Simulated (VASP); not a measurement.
# InAs (F-43m) in VASP: further runs

The runs below take InAs through single point, with PBE, LDA, r2SCAN.

Program: VASP 6.6.1. These are calculated values, not measurements. Logs are shortened: lines on timing, memory, paths and dates and some standing lists are left out, and cuts for length are marked.

**The experiment to reproduce.**

A printed reference work, data compilation reports, for a bulk crystal of InAs at 4.2 K: band gap 0.418 eV (direct).

The results are compared with them further down.

## 1. The cell of the first run

It takes space group F-43m (No. 216, cubic). The conventional cell has a = 6.109 Å, b = 6.109 Å, c = 6.109 Å, α = 90.00°, β = 90.00°, γ = 90.00°. In (site symmetry -43m) has 4 As at 2.65 Å within 3.5 Å. Within 3.5 Å of As (site symmetry -43m) lie 4 In at 2.65 Å.

## 2. Single point, PBE

Contents of INCAR:

```
PREC     = Accurate       # precision mode
ENCUT    = 500            # plane-wave cutoff, eV
EDIFF    = 1E-6           # SCF threshold, eV
ISMEAR   = -1             # smearing method
SIGMA    = 0.02           # smearing width, eV
LREAL    = F              # projectors in reciprocal space
LASPH    = T              # aspherical terms in the spheres
NELM     = 120            # most SCF steps
ALGO     = Normal         # electronic algorithm
ISIF     = 2              # what is computed and relaxed
LWAVE    = F              # write WAVECAR
LCHARG   = F              # write CHGCAR
GGA      = PE             # functional
NBANDS   = 16             # bands
GGA_COMPAT= F
```

Contents of KPOINTS:

```
regular mesh
0
Gamma
  8 8 8
```

Contents of POSCAR:

```
InAs
1.0
    0.0000000000      3.0545916270      3.0545916270
    3.0545916270      0.0000000000      3.0545916270
    3.0545916270      3.0545916270      0.0000000000
In As
1 1
Direct
    0.0000000000      0.0000000000      0.0000000000
    0.2500000000      0.2500000000      0.2500000000
```

Potentials or basis: VASP PAW PBE potentials, release 64 (In_d, As).

Command:

```bash
cat potpaw_PBE.64/In_d/POTCAR potpaw_PBE.64/As/POTCAR > POTCAR
mpirun -np 1 vasp_std > vasp.out
```

OUTCAR:

```text
PREC = Accurate
   ENCUT = 500
   EDIFF = 1E-6
   ISMEAR = -1
   LREAL = F
   LASPH = T
   NELM = 120
   ISIF = 2
   GGA = PE

 ion  position               nearest neighbor table
   1  0.000  0.000  0.000-   2 2.65   2 2.65   2 2.65   2 2.65
   2  0.250  0.250  0.250-   1 2.65   1 2.65   1 2.65   1 2.65

  LATTYP: Found a face centered cubic cell.
 ALAT       =     6.1091832540

  Lattice vectors:

 A1 = (   0.0000000000,   3.0545916270,   3.0545916270)
 A2 = (   3.0545916270,   0.0000000000,   3.0545916270)
 A3 = (   3.0545916270,   3.0545916270,   0.0000000000)

Analysis of symmetry for initial positions (statically):
=====================================================================
 Subroutine PRICEL returns:
 Original cell was already a primitive cell.

 Routine SETGRP: Setting up the symmetry group for a
 face centered cubic supercell.

 Subroutine GETGRP returns: Found 24 space group operations
 (whereof 24 operations were pure point group operations)
 out of a pool of 48 trial point group operations.

The static configuration has the point symmetry T_d .

Analysis of symmetry for dynamics (positions and initial velocities):
=====================================================================
 Subroutine PRICEL returns:
 Original cell was already a primitive cell.

 Routine SETGRP: Setting up the symmetry group for a
 face centered cubic supercell.

 Subroutine GETGRP returns: Found 24 space group operations
 (whereof 24 operations were pure point group operations)
 out of a pool of 48 trial point group operations.

The dynamic configuration has the point symmetry T_d .

 Subroutine INISYM returns: Found 24 space group operations
 (whereof 24 operations are pure point group operations),
 and found     1 'primitive' translations

----------------------------------------------------------------------------------------

                                     Primitive cell

  volume of cell :      57.0019

  direct lattice vectors                    reciprocal lattice vectors
     0.000000000  3.054591627  3.054591627    -0.163688002  0.163688002  0.163688002
     3.054591627  0.000000000  3.054591627     0.163688002 -0.163688002  0.163688002
     3.054591627  3.054591627  0.000000000     0.163688002  0.163688002 -0.163688002

  length of vectors
     4.319844906  4.319844906  4.319844906     0.283515936  0.283515936  0.283515936

  position of ions in fractional coordinates (direct lattice)
     0.000000000  0.000000000  0.000000000
     0.250000000  0.250000000  0.250000000

  ion indices of the primitive-cell ions
   primitive index   ion index
                 1           1
                 2           2

----------------------------------------------------------------------------------------

 KPOINTS: regular mesh

Automatic generation of k-mesh.
 Grid dimensions read from file:
 generate k-points for:    8    8    8

 Generating k-lattice:

  Cartesian coordinates                     Fractional coordinates (reciprocal lattice)
    -0.020461000  0.020461000  0.020461000     0.125000000  0.000000000  0.000000000
     0.020461000 -0.020461000  0.020461000     0.000000000  0.125000000  0.000000000
     0.020461000  0.020461000 -0.020461000     0.000000000  0.000000000  0.125000000

  Length of vectors
     0.035439492  0.035439492  0.035439492

  Shift w.r.t. Gamma in fractional coordinates (k-lattice)
     0.000000000  0.000000000  0.000000000

 Subroutine IBZKPT returns following result:
 ===========================================

 Found     29 irreducible k-points:

 Following reciprocal coordinates:
            Coordinates               Weight
  0.000000  0.000000  0.000000      1.000000
  0.125000  0.000000  0.000000      8.000000
  0.250000  0.000000  0.000000      8.000000
  0.375000  0.000000  0.000000      8.000000
  0.500000  0.000000  0.000000      4.000000
  0.125000  0.125000  0.000000      6.000000
[... 16 lines left out ...]
  0.500000  0.250000  0.125000     48.000000
 -0.375000  0.250000  0.125000     24.000000
 [... further k-points ...]
   k-points           NKPTS =     29   k-points in BZ     NKDIM =     29   number of bands    NBANDS=     16
   number of dos      NEDOS =    301   number of ions     NIONS =      2
   total plane-waves  NPLWV =  32768
   dimension x,y,z NGX =    32 NGY =   32 NGZ =   32
   dimension x,y,z NGXF=    64 NGYF=   64 NGZF=   64
   ions per type =               1   1
   NGX,Y,Z   is equivalent  to a cutoff of  12.31, 12.31, 12.31 a.u.
   NGXF,Y,Z  is equivalent  to a cutoff of  24.63, 24.63, 24.63 a.u.
 SYSTEM =  unknown system
   PREC   = accura    normal or accurate (medium, high low for compatibility)
   ISTART =      0    job   : 0-new  1-cont  2-samecut
   ICHARG =      2    charge: 1-file 2-atom 10-const
   ISPIN  =      1    spin polarized calculation?
   LNONCOLLINEAR =      F non collinear calculations
   LSORBIT =      F    spin-orbit coupling
   LASPH  =      T    aspherical Exc in radial PAW
   ENCUT  =  500.0 eV  36.75 Ry    6.06 a.u.   7.88  7.88  7.88*2*pi/ulx,y,z
   NELM   =    120;   NELMIN=  2; NELMDL= -5     # of ELM steps
   EDIFF  = 0.1E-05   stopping-criterion for ELM
   LREAL  =      F    real-space projection
   EDIFFG = 0.1E-04   stopping-criterion for IOM
   NSW    =      0    number of steps for IOM
   IBRION =     -1    ionic relax: 0-MD 1-quasi-New 2-CG
   NFREE  =      0    steps in history (QN), initial steepest desc. (CG)
   ISIF   =      2    stress and relaxation
   ISYM   =      2    0-nonsym 1-usesym 2-fastsym
   POTIM  = 0.5000    time-step for ionic-motion
   TEBEG  =    0.0;   TEEND  =   0.0 temperature during run
   PSTRESS=    0.0 pullay stress
   NELECT =      18.0000    total number of electrons
   NUPDOWN=      -1.0000    fix difference up-down
   EMIN   =  10.00;   EMAX   =-10.00  energy-range for DOS
   EFERMI =   0.00;   METHOD = LEGACY
   ISMEAR =    -1;   SIGMA  =   0.02  broadening in eV -4-tet -1-fermi 0-gaus
   EFERMI_NEDOS =   21; number of points for ismear=-14 and -15
   IALGO  =     38    algorithm
   IMIX   =      4    mixing-type and parameters
     AMIX     =   0.40;   BMIX     =  1.00
     AMIX_MAG =   1.60;   BMIX_MAG =  1.00
  volume/ion in A,a.u.               =      28.50       192.33
  Fermi-wavevector in a.u.,A,eV,Ry     =   1.114814  2.106693 16.909468  1.242811
  Thomas-Fermi vector in A             =   2.251413
   LORBIT       =      0    0 simple, 1 ext, 2 COOP (PROOUT), +10 PAW based schemes
   GGA     = PE    functional components
   LHFCALC =     F    Hartree Fock is set to
   AEXX    =    0.0000 exact exchange contribution
   IVDW    =     0    specifies the selected vdW correction
   LEPSILON=     F    determine dielectric tensor
   LRPA    =     F    only Hartree local field effects (RPA)
 non-spin polarized calculation
  energy-cutoff  :      500.00
  volume of cell :       57.00
 maximum number of plane-waves:      1459
   NGX = 15   NGY = 15   NGZ = 15

 number of electron      17.9999996 magnetization

 Free energy of the ion-electron system (eV)
  ---------------------------------------------------
  ext. energy  EPLUGINS =         0.00000000
  ---------------------------------------------------
  free energy    TOTEN  =        -7.70196330 eV

  energy without entropy =       -7.70181336  energy(sigma->0) =       -7.70188833

 E-fermi :   4.2166     XC(G=0):  -8.9588

 val. band max:        4.2026915890   @ k =   0.0000   0.0000   0.0000
 cond. band min:       5.0933426458   @ k =   0.5000   0.0000   0.0000
 fundamental gap:      0.8906510569
 Fermi energy:         4.2165823809

 k-point     1 :       0.0000    0.0000    0.0000
  band No.  band energies     occupation
      1     -10.1300      2.00000
      2     -10.1300      2.00000
      3     -10.1300      2.00000
      4     -10.0166      2.00000
      5     -10.0166      2.00000
      6      -7.4644      2.00000
[... 8 lines left out ...]
     15      13.8043      0.00000
     16      13.8043      0.00000

 k-point     2 :       0.1250    0.0000    0.0000
  band No.  band energies     occupation
      1     -10.1474      2.00000
      2     -10.1248      2.00000
      3     -10.1248      2.00000
      4     -10.0166      2.00000
      5     -10.0166      2.00000
      6      -7.3120      2.00000
[... 8 lines left out ...]
     15      12.9627      0.00000
     16      12.9627      0.00000

 k-point     3 :       0.2500    0.0000    0.0000
  band No.  band energies     occupation
      1     -10.1870      2.00000
      2     -10.1135      2.00000
      3     -10.1135      2.00000
      4     -10.0154      2.00000
      5     -10.0154      2.00000
      6      -6.8950      2.00000
[... 8 lines left out ...]
     15      12.7213      0.00000
     16      12.7213      0.00000

 k-point     4 :       0.3750    0.0000    0.0000
  band No.  band energies     occupation
      1     -10.2239      2.00000
      2     -10.1045      2.00000
      3     -10.1045      2.00000
      4     -10.0116      2.00000
      5     -10.0116      2.00000
      6      -6.3662      2.00000
[... 8 lines left out ...]
     15      13.6294      0.00000
     16      13.6294      0.00000
[... 324 lines left out ...]
 k-point    22 :       0.3750    0.2500    0.1250
  band No.  band energies     occupation
      1     -10.2208      2.00000
      2     -10.0997      2.00000
      3     -10.0955      2.00000
      4     -10.0268      2.00000
      5     -10.0079      2.00000
      6      -6.5536      2.00000
[... 8 lines left out ...]
     15      14.2315      0.00000
     16      14.8539      0.00000

 k-point    23 :       0.5000    0.2500    0.1250
  band No.  band energies     occupation
      1     -10.2447      2.00000
      2     -10.0948      2.00000
      3     -10.0855      2.00000
      4     -10.0246      2.00000
      5     -10.0079      2.00000
      6      -6.0810      2.00000
[... 8 lines left out ...]
     15      14.3787      0.00000
     16      15.2129      0.00000

 k-point    24 :      -0.3750    0.2500    0.1250
  band No.  band energies     occupation
      1     -10.2536      2.00000
      2     -10.0939      2.00000
      3     -10.0819      2.00000
      4     -10.0208      2.00000
      5     -10.0097      2.00000
      6      -5.8384      2.00000
[... 8 lines left out ...]
     15      14.5297      0.00000
     16      15.1922      0.00000

 [... further k-points ...]

------------------------ aborting loop because EDIFF is reached ----------------------------------------

  FORCE on cell =-STRESS in cart. coord.  units (eV):
  Direction    XX          YY          ZZ          XY          YZ          ZX
  --------------------------------------------------------------------------------------
  -------------------------------------------------------------------------------------
  Total        0.7382380      0.7382380      0.7382380      0.0000000      0.0000000      0.0000000
  in kB       20.7499713     20.7499713     20.7499713      0.0000000      0.0000000      0.0000000
  external PRESSURE =      20.7499713 kB  Pullay stress =       0.0000000 kB

 VOLUME and BASIS-vectors are now :
 -----------------------------------------------------------------------------
  energy-cutoff  :      500.00
  volume of cell :       57.00
      direct lattice vectors                 reciprocal lattice vectors
     0.000000000  3.054591627  3.054591627    -0.163688002  0.163688002  0.163688002
     3.054591627  0.000000000  3.054591627     0.163688002 -0.163688002  0.163688002
     3.054591627  3.054591627  0.000000000     0.163688002  0.163688002 -0.163688002

 POSITION                                       TOTAL-FORCE (eV/Angst)
 -----------------------------------------------------------------------------------
      0.00000      0.00000      0.00000         0.000000      0.000000     -0.000000
      1.52730      1.52730      1.52730         0.000000      0.000000      0.000000
 -----------------------------------------------------------------------------------
    total drift:                               -0.000000     -0.000000      0.000000

  FREE ENERGIE OF THE ION-ELECTRON SYSTEM (eV)
  ---------------------------------------------------
  free  energy   TOTEN  =        -7.7019632954 eV

  energy  without entropy=       -7.7018133645  energy(sigma->0) =       -7.70188833
```

Run time: 39 s. Hardware: 1 thread of Intel Xeon 8259CL, shared host; peak memory 0.18 GiB.

What came out:

```
Free energy            : -7.7020 eV
Pressure               : 2.1 GPa
Band gap on the k mesh : zero (filled and empty bands touch)
```

Caveat: semilocal functionals underestimate gaps, and a narrow one can read as zero; spin-orbit coupling is left out, which moves the levels of the heavy elements.

## 3. Single point, LDA

Contents of INCAR:

```
  ALGO = Normal
  EDIFF = 1E-6
  ENCUT = 500
  GGA_COMPAT = F
  ISIF = 2
  ISMEAR = -1
  LASPH = T
  LCHARG = T
  LELF = T
  LREAL = F
  LVHAR = T
  LWAVE = F
  NBANDS = 16
  NELM = 120
  PREC = Accurate
  SIGMA = 0.02
```

Contents of KPOINTS:

```
k-points
0
Gamma
  8 8 8
```

POSCAR is that of step 2.

Potentials or basis: VASP PAW LDA potentials, release 64 (In_d, As).

Command:

```bash
cat potpaw_LDA.64/In_d/POTCAR potpaw_LDA.64/As/POTCAR > POTCAR
mpirun -np 1 vasp_std > vasp.out
```

OUTCAR:

```text
EDIFF = 1E-6
   ENCUT = 500
   ISIF = 2
   ISMEAR = -1
   LASPH = T
   LREAL = F
   NELM = 120
   PREC = Accurate

 ion  position               nearest neighbor table
   1  0.000  0.000  0.000-   2 2.65   2 2.65   2 2.65   2 2.65
   2  0.250  0.250  0.250-   1 2.65   1 2.65   1 2.65   1 2.65

  LATTYP: Found a face centered cubic cell.
 ALAT       =     6.1091832540

  Lattice vectors:

 A1 = (   0.0000000000,   3.0545916270,   3.0545916270)
 A2 = (   3.0545916270,   0.0000000000,   3.0545916270)
 A3 = (   3.0545916270,   3.0545916270,   0.0000000000)

Analysis of symmetry for initial positions (statically):
=====================================================================
 Subroutine PRICEL returns:
 Original cell was already a primitive cell.

 Routine SETGRP: Setting up the symmetry group for a
 face centered cubic supercell.

 Subroutine GETGRP returns: Found 24 space group operations
 (whereof 24 operations were pure point group operations)
 out of a pool of 48 trial point group operations.

The static configuration has the point symmetry T_d .

Analysis of symmetry for dynamics (positions and initial velocities):
=====================================================================
[... 160 lines left out ...]
 cond. band min:       4.7702516177   @ k =   0.5000   0.0000   0.0000
 fundamental gap:      0.7410559789
 Fermi energy:         4.0430819818

 k-point     1 :       0.0000    0.0000    0.0000
  band No.  band energies     occupation
      1     -10.2670      2.00000
      2     -10.2670      2.00000
      3     -10.2670      2.00000
      4     -10.1509      2.00000
      5     -10.1509      2.00000
      6      -7.6912      2.00000
[... 433 lines left out ...]
      3     -10.2181      2.00000
      4     -10.1556      2.00000
      5     -10.1441      2.00000
      6      -6.0532      2.00000
[... 8 lines left out ...]
     15      14.2428      0.00000
     16      14.8996      0.00000

 [... further k-points ...]

------------------------ aborting loop because EDIFF is reached ----------------------------------------

  FORCE on cell =-STRESS in cart. coord.  units (eV):
  Direction    XX          YY          ZZ          XY          YZ          ZX
  --------------------------------------------------------------------------------------
  -------------------------------------------------------------------------------------
  Total       -0.7514204     -0.7514204     -0.7514204     -0.0000000     -0.0000000      0.0000000
  in kB      -21.1204954    -21.1204954    -21.1204954     -0.0000000     -0.0000000      0.0000000
  external PRESSURE =     -21.1204954 kB  Pullay stress =       0.0000000 kB

 VOLUME and BASIS-vectors are now :
 -----------------------------------------------------------------------------
  energy-cutoff  :      500.00
  volume of cell :       57.00
      direct lattice vectors                 reciprocal lattice vectors
     0.000000000  3.054591627  3.054591627    -0.163688002  0.163688002  0.163688002
     3.054591627  0.000000000  3.054591627     0.163688002 -0.163688002  0.163688002
     3.054591627  3.054591627  0.000000000     0.163688002  0.163688002 -0.163688002

 POSITION                                       TOTAL-FORCE (eV/Angst)
 -----------------------------------------------------------------------------------
      0.00000      0.00000      0.00000        -0.000000     -0.000000      0.000000
      1.52730      1.52730      1.52730         0.000000      0.000000     -0.000000
 -----------------------------------------------------------------------------------
    total drift:                               -0.000000     -0.000000      0.000000

  FREE ENERGIE OF THE ION-ELECTRON SYSTEM (eV)
  ---------------------------------------------------
  free  energy   TOTEN  =        -9.0117323009 eV

  energy  without entropy=       -9.0115824781  energy(sigma->0) =       -9.01165739
```

OSZICAR:

```text
N       E                     dE             d eps       ncg     rms          rms(c)
DAV:   1     0.112296477167E+03    0.11230E+03   -0.79564E+03   928   0.116E+03
DAV:   2    -0.137995433596E+01   -0.11368E+03   -0.10890E+03   976   0.293E+02
DAV:   3    -0.909730074075E+01   -0.77173E+01   -0.76742E+01  1200   0.755E+01
DAV:   4    -0.930410586164E+01   -0.20681E+00   -0.20676E+00  1144   0.139E+01
DAV:   5    -0.931373152096E+01   -0.96257E-02   -0.96255E-02  1408   0.251E+00    0.444E+00
DAV:   6    -0.905080774504E+01    0.26292E+00   -0.36034E-01  1480   0.100E+01    0.245E+00
DAV:   7    -0.901519619357E+01    0.35612E-01   -0.98586E-02  1296   0.270E+00    0.671E-01
DAV:   8    -0.901180030737E+01    0.33959E-02   -0.10558E-02  1176   0.117E+00    0.193E-01
DAV:   9    -0.901170507176E+01    0.95236E-04   -0.72227E-04  1216   0.241E-01    0.117E-01
DAV:  10    -0.901172928910E+01   -0.24217E-04   -0.90879E-05  1384   0.143E-01    0.623E-02
DAV:  11    -0.901173439593E+01   -0.51068E-05   -0.24469E-05  1328   0.888E-02    0.436E-02
DAV:  12    -0.901173227159E+01    0.21243E-05   -0.35561E-06  1112   0.221E-02    0.635E-03
DAV:  13    -0.901173230093E+01   -0.29343E-07   -0.58857E-07   664   0.422E-03
   1 F= -.90117323E+01 E0= -.90116574E+01  d E =-.149823E-03
```

stdout:

```text
POSCAR found type information on POSCAR InAs
 POSCAR found :  2 types and       2 ions
 scaLAPACK will be used
 LDA part: xc-table for (Slater(with rela. corr.)+CA(PZ))
 , standard interpolation
 POSCAR, INCAR and KPOINTS ok, starting setup
 FFT: planning ... GRIDC
 FFT: planning ... GRID_SOFT
 FFT: planning ... GRID
 WAVECAR not read
 entering main loop
```

Run time: 38 s. Hardware: 1 thread of Intel Xeon 8259CL, shared host; peak memory 0.16 GiB.

Results:

| Item | Value |
| --- | --- |
| Free energy | -9.0117 eV |
| Pressure | -2.1 GPa |
| Band gap on the k mesh | zero (filled and empty bands touch) |

Levels at points of the mesh, in eV from the Fermi level:
```
           k point  band 5  band 6  band 7  band 8  band 9  band 10  band 11  band 12  band 13  band 14
(0.00, 0.00, 0.00)  -14.19  -11.73   -0.56   -0.01   -0.01    -0.01     3.79     3.79     3.79     7.16
(0.50, 0.00, 0.00)  -14.19  -10.35   -5.70   -0.97   -0.97     0.73     4.57     4.57     6.63     8.67
(0.50, 0.50, 0.00)  -14.17   -9.84   -5.80   -2.26   -2.26     1.45     1.93     8.79     8.91     8.91
```

Caveat: semilocal functionals underestimate gaps, and a narrow one can read as zero; spin-orbit coupling is left out, which moves the levels of the heavy elements.

(Part 1 of 2 ends here.)

The gap in the log of VASP goes by the Fermi energy; the results here count the filled bands.